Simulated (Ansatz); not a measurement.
# ZnS (Wurtzite-4H) (P6_3mc) in Ansatz: settings compared

Aim: see how the results for ZnS (Wurtzite-4H) move with the level of theory and the settings. Levels: LDA, PBEsol, PBE. Tasks: band structure.

All numbers are computed with Ansatz 0.2.0; they aren't measurements. Logs are shortened: lines on timing, memory, paths and dates and some standing lists are left out, and cuts for length are marked.

**Experimental background.**

From a printed reference work, monograph, for a bulk crystal of ZnS at 4 K: band gap 3.911 eV (direct).

How close the calculation comes is told below.

### Step 1. The structure

The structure is hexagonal, space group P6_3mc (No. 186). The conventional cell has a = 3.823 Å, b = 3.823 Å, c = 12.520 Å, α = 90.00°, β = 90.00°, γ = 120.00°. Around Zn (site symmetry 3m) lie 4 S at 2.34 to 2.35 Å. Zn (site symmetry 3m) has 4 S at 2.34 to 2.35 Å as nearest neighbours. Around S (site symmetry 3m) lie 4 Zn at 2.34 to 2.35 Å. S (site symmetry 3m) is surrounded by 4 Zn at 2.34 to 2.35 Å.

### Step 2. Band structure, LDA

The input, input.yaml:

```yaml
crystal:
  lattice:
    - [3.8227, 0.0, 0.0]
    - [-1.91135, 3.310555311, 0.0]
    - [0.0, 0.0, 12.52]
  atoms:
    - { symbol: Zn, position: [0.6666666667, 0.3333333333, 0.75] }
    - { symbol: Zn, position: [0.3333333333, 0.6666666667, 0.25] }
    - { symbol: Zn, position: [0.0, 0.0, 0.5] }
    - { symbol: Zn, position: [0.0, 0.0, 0.0] }
    - { symbol: S, position: [0.6666666667, 0.3333333333, 0.9375] }
    - { symbol: S, position: [0.3333333333, 0.6666666667, 0.4375] }
    - { symbol: S, position: [0.0, 0.0, 0.6875] }
    - { symbol: S, position: [0.0, 0.0, 0.1875] }
hamiltonian:
  xc: lda
  pseudopotentials: { kind: paw }
kpoints:
  mp_grid: { grid: [8, 8, 3] }
  band_path:
    path:
      - [[0.0, 0.0, 0.0], [0.5, 0.0, 0.0], [0.3333333333, 0.3333333333, 0.0], [0.0, 0.0, 0.0], [0.0, 0.0, 0.5], [0.5, 0.0, 0.5], [0.3333333333, 0.3333333333, 0.5], [0.0, 0.0, 0.5]]
      - [[0.5, 0.0, 0.5], [0.5, 0.0, 0.0]]
      - [[0.3333333333, 0.3333333333, 0.0], [0.3333333333, 0.3333333333, 0.5]]
    npoints: 10
scf:
  occupations: { method: fermi_dirac, width: 0.05 }
  n_extra_bands: 20
output:
  forces: true
  stress: true
  eigenvalues: true
  fatbands: true
```

Potentials or basis: Ansatz PAW.

On the command line:

```bash
$ ansatz run input.yaml --threads 4 --pin off --max-ram 11264MiB --backend cpu --events-out ev --progress --plain --runs-dir out
```

Output:

```text
Warning: RAYON_NUM_THREADS=4 ignored (pool sized by the plan → 4); use --threads N
scf.n_extra_bands = 20 over 36 filled bands (N_el = 72.0): the run solves 56 bands
Engine: ansatz 0.2.0, aarch64-unknown-linux-gnu
Pseudopotentials: kind: paw
Pseudopotential: Zn, paw, valence charge 12, recommended cutoff 420 eV (normal), Zn.paw.azcp
Pseudopotential: S, paw, valence charge 6, recommended cutoff 420 eV (normal), S.paw.azcp
Functional definition: SPW92
  exchange = slater_x
  correlation = pw_c
Crystal: 8 atoms, lattice volume = 158.444 Å³
Basis set: ecut = 420 eV, 3077 PW (Γ)
Bands: 56, of which v1, the nominal top of the filled ones, is band 36 counted from 1 (35 counted from 0)
Symmetry: 12 space group operations
Space group: P63mc (ITA 186), of the structure as read, at distance tolerance 5.4e-5 Å
k-points: 20 of 192 (time reversal used)
Non-local potential: Zn, projectors of the file, l = 0: 2, l = 1: 2, l = 2: 3, l = 3: 1
Non-local potential: S, projectors of the file, l = 0: 2, l = 1: 2, l = 2: 2
PAW form: soft (Blöchl's): semilocal exchange-correlation on the pseudo side does not see the compensation charge
PAW frozen core: Zn, regenerated for the run's functional, and the local potential with it (the file was generated under x = pbe(κ = 0.804, μ = 0.2195149727645171), c = pbe(β = 0.06672455060314922))
PAW frozen core: S, regenerated for the run's functional, and the local potential with it (the file was generated under x = pbe(κ = 0.804, μ = 0.2195149727645171), c = pbe(β = 0.06672455060314922))
PAW one-centre angular grid: Zn, 590 points (default); XC on 64 Gauss nodes
PAW one-centre angular grid: S, 110 points (default); XC on 64 Gauss nodes
Initial density: superposition of atomic densities (neutral atoms: chi_scale 0, normalization atom), corrected by the library's trained network
Initial wavefunctions: pseudopotential atomic-orbital guess
Functional: x = slater, c = lda
SCF iter   1: F=—  HF=-16469.616152 eV  |F-HF|=—  |Δ(HF+E_count)|=         —  Δρ=7.02e-3  dr2=7.46e-2  ethr=1.77e-3  ⟨swp⟩=7.5  Hψ=5552  notcnv=0  defer=86
preconditioner: auto → Resta (q_TF=auto, 2.392 Å⁻¹)  ε∞=4.7  [insulator: Δε(μ)=1.802 eV  Ē_g=12.937 eV  σ=0.050 eV  W_gap=1.00  n_scr=38 (ndim 8)  ℏωp=25.0 eV  f_vac=0.034  D(μ)=0.00/eV (n_scr^D=0)  ε∞_Penn≈4.7]
SCF iter   2: F=—  HF=-16469.595536 eV  |F-HF|=—  |Δ(HF+E_count)|=   2.06e-2  Δρ=3.20e-3  dr2=1.83e-2  ethr=1.04e-4  ⟨swp⟩=2.1  Hψ=1958  notcnv=0  defer=146
SCF iter   3: F=—  HF=-16469.591805 eV  |F-HF|=—  |Δ(HF+E_count)|=   3.73e-3  Δρ=2.12e-3  dr2=3.77e-3  ethr=2.54e-5  ⟨swp⟩=2.0  Hψ=1618  notcnv=0  defer=146
SCF iter   4: F=—  HF=-16469.589834 eV  |F-HF|=—  |Δ(HF+E_count)|=   1.97e-3  Δρ=4.72e-4  dr2=2.59e-4  ethr=5.23e-6  ⟨swp⟩=2.0  Hψ=1419  notcnv=0  defer=146
SCF iter   5: F=—  HF=-16469.589812 eV  |F-HF|=—  |Δ(HF+E_count)|=   2.17e-5  Δρ=1.13e-4  dr2=3.32e-5  ethr=3.60e-7  ⟨swp⟩=2.0  Hψ=1560  notcnv=0  defer=146
SCF iter   6: F=—  HF=-16469.589810 eV  |F-HF|=—  |Δ(HF+E_count)|=   2.86e-6  Δρ=4.13e-5  dr2=2.45e-6  ethr=4.61e-8  ⟨swp⟩=2.0  Hψ=1443  notcnv=0  defer=146
SCF iter   7: F=—  HF=-16469.589811 eV  |F-HF|=—  |Δ(HF+E_count)|=   1.09e-6  Δρ=8.53e-6  dr2=1.32e-7  ethr=3.41e-9  ⟨swp⟩=2.9  Hψ=1579  notcnv=0  defer=146
SCF iter   8: F=-16469.589811 eV  HF=-16469.589811 eV  |F-HF|=7.47e-8  |Δ(HF+E_count)|=   2.26e-8  Δρ=6.59e-6  dr2=4.27e-8  ethr=1.39e-10  ⟨swp⟩=11.2  Hψ=5790  notcnv=0
SCF 1 converged in 8 iterations: F = -16469.589811 eV  dr2 = 4.27e-8
NSCF: frozen V_eff on 93 k-points
SCF converged after 8 iterations
Free energy (F): -16469.589811 eV
Harris-Foulkes:  -16469.589811 eV  (|F-HF|=7.47e-8)
Internal energy: -16469.589811 eV  (E = F + TS)
E sigma→0 (E₀):  -16469.589811 eV
Fermi energy:    6.437964 eV
--- Per-component energies (eV) ---
  E_band       = -9.753097
  E_kinetic    = 953.974909
  E_local      = -8199.894229  (includes V_loc(G=0)·N_el)
  E_nonlocal   = 2585.705141
  E_hartree    = 3415.495165
  E_xc         = -926.135884
  E_vxc        = -563.909059  (∫ρ·V_xc dr)
  E_paw        = -9301.695560  (= ΣΔE_a)
  E_vpaw       = -1616.621397  (= ΣTr[D̂ρ^β])
  E_aug_tail   = -0.001450  (compensation charges beyond the density's cutoff)
  E_ewald      = -5003.879258
  E_core_change = 6.841355  (= ΣΔE_core)
  E_smearing   = -0.000000  (= −TS)
  E_closure    = -0.000000  (closes the sum)
  Σ components = -16469.589811   (vs F -16469.589811, Δ=0.00e0)
--- Forces (eV/Å), atoms counted from 1 ---
  atom   1  Zn    -0.00000000    -0.00000000     0.00143308
  atom   2  Zn    -0.00000000     0.00000000     0.00143308
  atom   3  Zn     0.00000000    -0.00000000     0.01882438
  atom   4  Zn    -0.00000000     0.00000000     0.01882438
  atom   5  S      0.00000000    -0.00000000     0.01853098
  atom   6  S      0.00000000     0.00000000     0.01853098
  atom   7  S      0.00000000     0.00000000    -0.03879002
  atom   8  S      0.00000000    -0.00000000    -0.03879002
  max |Σ_I F_I| component: 3.16e-6 eV/Å
--- Stress (GPa, compression-positive) ---
       -4.744208      -0.000000       0.000000
       -0.000000      -4.744208       0.000000
        0.000000       0.000000      -4.867408
  P = ⅓ Tr σ = -4.7853 GPa (-47.853 kbar)
--- Band table (eV; the first three rows and the last of 20) ---
  k-point 0: bands = ["-7.6480", "-7.2243", "-7.2131", "-6.7043", "-1.0066", "-1.0028", "-1.0028", "-0.9731", "-0.9659", "-0.9659", "-0.9609", "-0.9422", "-0.9422", "-0.9085", "-0.9085", "-0.5514", "-0.5514", "-0.5445", "-0.5445", "-0.5145", "-0.5145", "-0.4990", "-0.4990", "-0.3309", "0.1010", "2.5420", "2.5576", "4.5842", "4.5842", "4.9861", "4.9861", "5.0047", "5.0047", "5.4233", "5.4643", "5.4643", "7.3383", "8.4353", "8.6323", "8.8663", "11.6382", "11.6382", "11.7548", "11.9526", "11.9526", "12.0461", "12.1668", "12.4290", "12.4290", "12.5950", "12.5950", "14.2604", "15.8346", "15.8346", "16.1846", "16.1846"]
  k-point 1: bands = ["-7.5943", "-7.4419", "-6.9745", "-6.7797", "-1.0084", "-1.0046", "-0.9964", "-0.9964", "-0.9800", "-0.9800", "-0.9290", "-0.9290", "-0.9142", "-0.9142", "-0.8523", "-0.6114", "-0.5496", "-0.5496", "-0.5461", "-0.5461", "-0.5107", "-0.5107", "-0.5029", "-0.5029", "0.6098", "1.4915", "3.6971", "4.6368", "4.6368", "4.7841", "4.7841", "4.8039", "5.2208", "5.2208", "5.3969", "5.3969", "7.8563", "8.4891", "8.4950", "8.6742", "11.5809", "11.6271", "11.7203", "11.7203", "11.8821", "11.8821", "12.4453", "12.4453", "12.5332", "12.5332", "13.0398", "13.9002", "16.0507", "16.0507", "16.2945", "16.2945"]
  k-point 2: bands = ["-7.5420", "-7.1366", "-7.1254", "-6.6455", "-1.0120", "-0.9953", "-0.9832", "-0.9825", "-0.9769", "-0.9409", "-0.9266", "-0.9172", "-0.9151", "-0.8951", "-0.8785", "-0.5680", "-0.5598", "-0.5535", "-0.5361", "-0.5350", "-0.5159", "-0.5123", "-0.4932", "-0.2948", "0.2528", "2.4950", "2.5121", "3.8110", "4.3144", "4.3388", "4.3679", "4.5946", "4.7956", "4.8077", "5.2892", "5.3339", "8.1662", "9.1429", "9.2796", "9.5379", "11.0954", "11.1917", "11.4469", "11.9096", "11.9494", "12.2141", "12.3389", "12.3842", "12.7398", "12.9902", "13.1309", "13.9165", "14.9413", "15.2834", "16.3165", "16.6184"]
  k-point 19: bands = ["-6.5396", "-6.5109", "-6.4403", "-6.4173", "-0.9382", "-0.9326", "-0.8583", "-0.8374", "-0.8181", "-0.8100", "-0.7691", "-0.7410", "-0.6503", "-0.6446", "-0.6103", "-0.5890", "-0.5535", "-0.5467", "-0.5232", "-0.5077", "-0.3061", "-0.2778", "-0.2302", "-0.2091", "0.6360", "0.6936", "0.8936", "0.9584", "2.1701", "2.2690", "2.8121", "2.9824", "3.2781", "3.6563", "3.9793", "3.9854", "9.6827", "9.7509", "10.1268", "10.6000", "11.1800", "11.2529", "11.6044", "11.9651", "12.5928", "12.8647", "13.1519", "13.8049", "14.3046", "14.4159", "14.9558", "15.1852", "15.6914", "15.9215", "16.4391", "16.6837"]
```

It took 27 s on 4 threads of Arm Neoverse V1, shared host; peak memory 0.73 GiB.

What came out:

```yaml
Free_energy: -16469.5898 eV
Pressure: -4.8 GPa
Largest_force: 0.039 eV/Å
Band_gap_on_the_k_mesh: 1.87 eV, direct
Band_gap_along_the_path: 1.87 eV, direct
```

Forces on the atoms (eV/Å):
```
Zn   0.000  0.000  0.001
Zn   0.000  0.000  0.001
Zn   0.000  0.000  0.019
Zn   0.000  0.000  0.019
S    0.000  0.000  0.019
S    0.000  0.000  0.019
S    0.000  0.000 -0.039
S    0.000  0.000 -0.039
```

Levels at the corners of the path, in eV from the valence-band top:
| point | band 33 | band 34 | band 35 | band 36 | band 37 | band 38 | band 39 | band 40 |
| --- | --- | --- | --- | --- | --- | --- | --- | --- |
| Γ | -0.46 | -0.04 | 0.00 | 0.00 | 1.87 | 2.97 | 3.17 | 3.40 |
| M | -1.61 | -1.59 | -1.12 | -0.88 | 3.09 | 3.14 | 3.56 | 4.15 |
| K | -2.33 | -1.78 | -1.78 | -1.33 | 4.31 | 4.74 | 4.74 | 5.05 |
| Γ | -0.46 | -0.04 | 0.00 | 0.00 | 1.87 | 2.97 | 3.17 | 3.40 |
| A | -0.15 | -0.15 | -0.15 | -0.15 | 2.77 | 2.77 | 3.09 | 3.09 |
| L | -1.53 | -1.53 | -1.11 | -1.11 | 3.48 | 3.48 | 3.82 | 3.82 |
| H | -1.82 | -1.82 | -1.62 | -1.62 | 4.18 | 4.18 | 5.03 | 5.03 |
| A | -0.15 | -0.15 | -0.15 | -0.15 | 2.77 | 2.77 | 3.09 | 3.09 |
| L | -1.53 | -1.53 | -1.11 | -1.11 | 3.48 | 3.48 | 3.82 | 3.82 |
| M | -1.61 | -1.59 | -1.12 | -0.88 | 3.09 | 3.14 | 3.56 | 4.15 |
| K | -2.33 | -1.78 | -1.78 | -1.33 | 4.31 | 4.74 | 4.74 | 5.05 |
| H | -1.82 | -1.82 | -1.62 | -1.62 | 4.18 | 4.18 | 5.03 | 5.03 |

Caveat: the PAW data sets come from PBE, with cores solved anew for the run's functional, which leaves a small shift of forces and pressure.

### Step 3. Band structure, PBEsol

Changes to input.yaml since step 2:

```diff
@@ -15,3 +15,3 @@
 hamiltonian:
-  xc: lda
+  xc: pbesol
   pseudopotentials: { kind: paw }
@@ -32,2 +32,6 @@
   eigenvalues: true
-  fatbands: true
+  fatbands: false
+  write_density: true
+  write_potential: true
+  elf: true
+  volumetric_format: npy
```

Potentials or basis: Ansatz PAW.

On the command line:

```bash
$ ansatz run input.yaml --threads 4 --pin off --max-ram 11264MiB --backend cpu --events-out ev --progress --plain --runs-dir out
```

Run time: 19 s. Hardware: 4 threads of Arm Neoverse V1, shared host; peak memory 0.8 GiB.

The run converged. Its results:

```yaml
Free_energy: -16669.7183 eV
Pressure: -2.2 GPa
Largest_force: 0.040 eV/Å
Band_gap_on_the_k_mesh: 1.99 eV, direct
Band_gap_along_the_path: 1.99 eV, direct
```

Forces on the atoms (eV/Å):
```
Zn   0.000  0.000  0.005
Zn   0.000  0.000  0.005
Zn   0.000  0.000  0.019
Zn   0.000  0.000  0.019
S    0.000  0.000  0.015
S    0.000  0.000  0.015
S    0.000  0.000 -0.040
S    0.000  0.000 -0.040
```

Stress tensor (GPa, compression positive):
```
-2.17  0.00  0.00
 0.00 -2.17  0.00
 0.00  0.00 -2.32
```

Levels at the corners of the path, in eV from the valence-band top:
| point | band 32 | band 33 | band 34 | band 35 | band 36 | band 37 | band 38 | band 39 | band 40 | band 41 |
| --- | --- | --- | --- | --- | --- | --- | --- | --- | --- | --- |
| Γ | -0.46 | -0.46 | -0.04 | 0.00 | 0.00 | 1.99 | 3.07 | 3.27 | 3.50 | 6.23 |
| M | -1.61 | -1.61 | -1.59 | -1.12 | -0.88 | 3.17 | 3.22 | 3.64 | 4.22 | 4.77 |
| K | -2.51 | -2.32 | -1.77 | -1.77 | -1.33 | 4.39 | 4.80 | 4.80 | 5.11 | 5.11 |
| Γ | -0.46 | -0.46 | -0.04 | 0.00 | 0.00 | 1.99 | 3.07 | 3.27 | 3.50 | 6.23 |
| A | -0.76 | -0.14 | -0.14 | -0.14 | -0.14 | 2.87 | 2.87 | 3.19 | 3.19 | 6.15 |
| L | -2.06 | -1.52 | -1.52 | -1.11 | -1.11 | 3.56 | 3.56 | 3.90 | 3.90 | 4.56 |
| H | -2.76 | -1.82 | -1.82 | -1.62 | -1.62 | 4.24 | 4.24 | 5.10 | 5.10 | 6.03 |
| A | -0.76 | -0.14 | -0.14 | -0.14 | -0.14 | 2.87 | 2.87 | 3.19 | 3.19 | 6.15 |
| L | -2.06 | -1.52 | -1.52 | -1.11 | -1.11 | 3.56 | 3.56 | 3.90 | 3.90 | 4.56 |
| M | -1.61 | -1.61 | -1.59 | -1.12 | -0.88 | 3.17 | 3.22 | 3.64 | 4.22 | 4.77 |
| K | -2.51 | -2.32 | -1.77 | -1.77 | -1.33 | 4.39 | 4.80 | 4.80 | 5.11 | 5.11 |
| H | -2.76 | -1.82 | -1.82 | -1.62 | -1.62 | 4.24 | 4.24 | 5.10 | 5.10 | 6.03 |

Caveat: the PAW data sets come from PBE, with cores solved anew for the run's functional, which leaves a small shift of forces and pressure.

### Step 4. Band structure, PBE

Changes to input.yaml since step 3:

```diff
@@ -15,3 +15,3 @@
 hamiltonian:
-  xc: pbesol
+  xc: pbe
   pseudopotentials: { kind: paw }
@@ -33,5 +33 @@
   fatbands: false
-  write_density: true
-  write_potential: true
-  elf: true
-  volumetric_format: npy
```

On the command line:

```bash
$ ansatz run input.yaml --threads 4 --pin off --max-ram 11264MiB --backend cpu --events-out ev --progress --plain --runs-dir out
```

Wall time 20 s (4 threads of Arm Neoverse V1, shared host); peak memory 0.75 GiB.

It converged, with:

```yaml
Free_energy: -16890.9143 eV
Pressure: 1.3 GPa
Largest_force: 0.043 eV/Å
Band_gap_on_the_k_mesh: 2.13 eV, direct
Band_gap_along_the_path: 2.13 eV, direct
```

Forces on the atoms (eV/Å):
```
Zn   0.000  0.000  0.008
Zn   0.000  0.000  0.008
Zn   0.000  0.000  0.022
Zn   0.000  0.000  0.022
S    0.000  0.000  0.013
S    0.000  0.000  0.013
S    0.000  0.000 -0.043
S    0.000  0.000 -0.043
```

Stress tensor (GPa, compression positive):
```
1.37 0.00 0.00
0.00 1.37 0.00
0.00 0.00 1.23
```

Levels at the corners of the path, in eV from the valence-band top:
| point | band 33 | band 34 | band 35 | band 36 | band 37 | band 38 | band 39 | band 40 |
| --- | --- | --- | --- | --- | --- | --- | --- | --- |
| Γ | -0.45 | -0.04 | 0.00 | 0.00 | 2.13 | 3.19 | 3.38 | 3.62 |
| M | -1.58 | -1.57 | -1.10 | -0.87 | 3.31 | 3.36 | 3.76 | 4.35 |
| K | -2.28 | -1.75 | -1.75 | -1.32 | 4.50 | 4.91 | 4.91 | 5.24 |
| Γ | -0.45 | -0.04 | 0.00 | 0.00 | 2.13 | 3.19 | 3.38 | 3.62 |
| A | -0.14 | -0.14 | -0.14 | -0.14 | 2.98 | 2.98 | 3.31 | 3.31 |
| L | -1.49 | -1.49 | -1.10 | -1.10 | 3.69 | 3.69 | 4.02 | 4.02 |
| H | -1.79 | -1.79 | -1.60 | -1.60 | 4.38 | 4.38 | 5.19 | 5.19 |
| A | -0.14 | -0.14 | -0.14 | -0.14 | 2.98 | 2.98 | 3.31 | 3.31 |
| L | -1.49 | -1.49 | -1.10 | -1.10 | 3.69 | 3.69 | 4.02 | 4.02 |
| M | -1.58 | -1.57 | -1.10 | -0.87 | 3.31 | 3.36 | 3.76 | 4.35 |
| K | -2.28 | -1.75 | -1.75 | -1.32 | 4.50 | 4.91 | 4.91 | 5.24 |
| H | -1.79 | -1.79 | -1.60 | -1.60 | 4.38 | 4.38 | 5.19 | 5.19 |

### Step 5. Summary

```tsv
level	gap on the mesh (eV)	pressure (GPa)	largest force (eV/Å)
LDA	1.87	-4.8	0.04
PBEsol	1.99	-2.2	0.04
PBE	2.13	1.3	0.04
```

Alike in all rows: task band structure; potentials or basis Ansatz PAW; no spin polarisation; cell as given; k mesh 8 × 8 × 3; cutoff (eV) 420; smearing fermi-dirac 0.05 eV.

On the cell as given the gap runs from 1.87 eV (LDA) to 2.13 eV (PBE). The pressure there spans -4.8 GPa (LDA) to 1.3 GPa (PBE); a positive pressure means that this level wants a larger cell, a negative one a smaller.

Caveats: the PAW data sets come from PBE, with cores solved anew for the run's functional, which leaves a small shift of forces and pressure (some runs).

Total energies depend on the potentials used, so only differences within one code and one set of settings carry meaning.

### Step 6. How close it comes

Step 2. Measured gap of ZnS: 3.911 eV (direct; 4 K; a printed reference work, monograph). This calculation gives 1.87 eV (-2.04 eV). So large a miss can be the level of theory's own, or it may mean another phase, state or a wrong row. The value is that of LDA, without temperature or zero-point motion. Semilocal functionals fall short of measured gaps as a rule.

Step 3. A measured gap of ZnS is 3.911 eV (direct; 4 K; a printed reference work, monograph); the calculated 1.99 eV misses it by -1.92 eV. The value is that of PBEsol, without temperature or zero-point motion. Semilocal functionals fall short of measured gaps as a rule.

Step 4. Against the measured gap of ZnS, 3.911 eV (direct; 4 K; a printed reference work, monograph), the calculated 2.13 eV is off by -1.78 eV. The value is that of PBE, without temperature or zero-point motion. Semilocal functionals fall short of measured gaps as a rule.
